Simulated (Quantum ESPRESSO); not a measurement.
# WS2: relaxation of the atoms with PBE

The system is WS2, a sheet with vacuum.

```
CELL_PARAMETERS angstrom
3.15300 0.00000 0.00000
-1.57650 2.73058 0.00000
0.00000 0.00000 21.14000
ATOMIC_POSITIONS crystal
S 0.66667 0.33333 0.42573
W 0.33333 0.66667 0.50000
S 0.66667 0.33333 0.57427
```

The cell was built by a generator and needn't be a form met in nature.

```
Program             : Quantum ESPRESSO 7.5
Task                : relaxation of the atoms
Functional          : PBE
Potentials or basis : SSSP 1.3 efficiency PBE
Cutoff              : 748 eV
Density cutoff      : 5987 eV
k mesh              : 10 × 10 × 1
Occupations         : gaussian, width 0.02 eV
Spin                : no spin polarisation
Mixing beta         : 0.5
Most SCF iterations : 120
SCF threshold       : 6e-10 Ry
Most ionic steps    : 40
Forc conv thr       : 0.0004 Ry/bohr
Etot conv thr       : 1e-05 Ry
Ion dynamics        : bfgs
```

| Item | Value |
| --- | --- |
| Energy gained by relaxing | 1.5 meV/atom |
| Ionic steps | 4 |
| Band gap on the k mesh | 2.19 eV, indirect (least direct gap 2.30 eV) |

Step by step:
```
step  energy change (eV)  largest force (eV/Å)
   1              0.0000                0.2998
   2             -0.0029                0.1747
   3             -0.0044                0.0392
   4             -0.0045                0.0004
```

Final structure:
```cif
data_structure
_symmetry_space_group_name_H-M 'P 1'
_symmetry_Int_Tables_number 1
_cell_length_a 3.1530
_cell_length_b 3.1530
_cell_length_c 21.1400
_cell_angle_alpha 90.000
_cell_angle_beta 90.000
_cell_angle_gamma 120.000
_cell_volume 182.01
loop_
_atom_site_label
_atom_site_type_symbol
_atom_site_fract_x
_atom_site_fract_y
_atom_site_fract_z
_atom_site_occupancy
S1 S 0.66667 0.33333 0.42503 1
W1 W 0.33333 0.66667 0.50000 1
S2 S 0.66667 0.33333 0.57497 1
```

Levels at points of the mesh, in eV from the valence-band top:
| k point | band 10 | band 11 | band 12 | band 13 | band 14 | band 15 | band 16 | band 17 |
| --- | --- | --- | --- | --- | --- | --- | --- | --- |
| (0.00, 0.00, 0.00) | -2.10 | -1.38 | -1.38 | -0.04 | 3.09 | 3.09 | 3.20 | 3.20 |
| (0.00, -0.50, 0.00) | -3.22 | -2.09 | -1.04 | -0.82 | 3.13 | 3.52 | 4.18 | 4.87 |

Run time: 4.9 min on 1 thread of AMD EPYC 7R43 64-Core Processor (Zen 3), with other jobs on the host, peak memory 1.2 GiB.

Caveat: spin-orbit coupling is left out, which moves the levels of the heavy elements. As with any semilocal functional, this PBE gap is likely too small.
